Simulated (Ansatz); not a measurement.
**What strain does to HfO₂ (P4_2/mnm)**

HfO₂ (P4_2/mnm) from a database of computed structures, relaxed with r2SCAN in the PAW code Ansatz. It is tetragonal, P4_2/mnm (No. 136); conventional cell a = 4.838 Å, c = 3.220 Å, 12.56 Å³ an atom. Hf is surrounded by 6 O at 2.09 Å; O is surrounded by 3 Hf at 2.09 Å.

The axes x, y and z are those of this cell:
```yaml
crystal:
  lattice:
    - [4.83830, 0.00000, 0.00000]
    - [0.00000, 4.83830, 0.00000]
    - [0.00000, 0.00000, 3.21999]
  atoms:
    - { symbol: Hf, position: [0.00000, 0.00000, 0.00000] }
    - { symbol: Hf, position: [0.50000, 0.50000, 0.50000] }
    - { symbol: O, position: [0.19495, 0.80505, 0.50000] }
    - { symbol: O, position: [0.30505, 0.30505, 0.00000] }
    - { symbol: O, position: [0.69495, 0.69495, 0.00000] }
    - { symbol: O, position: [0.80505, 0.19495, 0.50000] }
```

Unstrained: The PBE gap is direct at Γ: 3.983 eV. r2SCAN gives a direct gap of 4.530 eV at Γ. HSE06 gives a direct gap of 5.633 eV at Γ. Meshes: PBE 6×6×8, r2SCAN 6×6×8, HSE06 4×4×4. Strains are changes of length per length, and xy shears are angles. After each strain the atoms were relaxed again with r2SCAN within the symmetry that the strain leaves, so tilts or polar shifts that break it weren't tested; points keep the names that they have in the unstrained zone. (Simulation; spin polarisation is off.)

Changes of the least gap in eV (an overlap counts as a negative gap):
```
                                                       strain  volume change (%)  space group     PBE  r2SCAN   HSE06  energy rise, r2SCAN (meV/atom)
                 xy shear, engineering strain (angle) -5.01 %               -0.1         Cmmm  -0.023  -0.020  -0.028                            21.6
epitaxial -3.73 % in the xy plane, free normal strain +2.70 %               -4.8     P4_2/mnm  +0.102  +0.089  +0.091                            44.3
                                     uniaxial +2.02 % along x               +2.0         Pnnm  -0.070  -0.074  -0.078                             4.5
```

Xy shear, engineering strain (angle) -5.01 %. HSE06: the gap goes from 5.633 to 5.605 eV (-0.028 eV). Stress change with r2SCAN, compression positive: xx +0.72, yy +0.72, zz +0.72, xy +10.99 GPa.

Epitaxial -3.73 % in the xy plane, free normal strain +2.70 %. HSE06: the gap goes from 5.633 to 5.724 eV (+0.091 eV). Stress change with r2SCAN, compression positive: xx +15.65, yy +15.65, zz -0.04 GPa.

Uniaxial +2.02 % along x, other directions held. HSE06: the gap goes from 5.633 to 5.555 eV (-0.078 eV). Stress change with r2SCAN, compression positive: xx -5.59, yy -3.75, zz -2.92 GPa.

Spin-orbit coupling is left out, which matters wherever the heavy atoms make up the band edges.

The meshes of the hybrids are coarse, so their gaps aren't converged to the digits shown.
